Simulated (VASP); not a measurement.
A run of VASP 6.6.1:

File INCAR:

```
PREC = Accurate
ENCUT = 600
EDIFF = 1E-7
ISMEAR = 0
SIGMA = 0.02
LREAL = False
LASPH = True
NELM = 100
ALGO = Normal
ISIF = 3
LWAVE = False
LCHARG = False
GGA = PE
IBRION = 2
NSW = 100
EDIFFG = -0.005
```

File KPOINTS:

```
Automatic mesh
0
Gamma
  8 8 8
```

File POSCAR:

```
HfO2
1.0
    0.0000000000      2.5575019374      2.5575019374
    2.5575019374      0.0000000000      2.5575019374
    2.5575019374      2.5575019374      0.0000000000
Hf O
1 2
Direct
    0.0000000000      0.0000000000      0.0000000000
    0.2500000000      0.2500000000      0.2500000000
    0.7500000000      0.7500000000      0.7500000000
```

Potentials or basis: VASP PAW PBE potentials, release 64 (Hf_pv, O).

The run is started by

```sh
$ cat potpaw_PBE.64/Hf_pv/POTCAR potpaw_PBE.64/O/POTCAR > POTCAR
$ mpirun -np 1 vasp_std > vasp.out
```

Hardware: 1 thread of AMD EPYC 9R45 96-Core Processor (Zen 5), with other jobs on the host.

Problem. Estimate the wall time of this run.

Solution. Run time: 33 s on 1 thread of AMD EPYC 9R45 96-Core Processor (Zen 5), with other jobs on the host, peak memory 0.15 GiB. Counts: scf iterations 38, k points 29, ion steps 3.
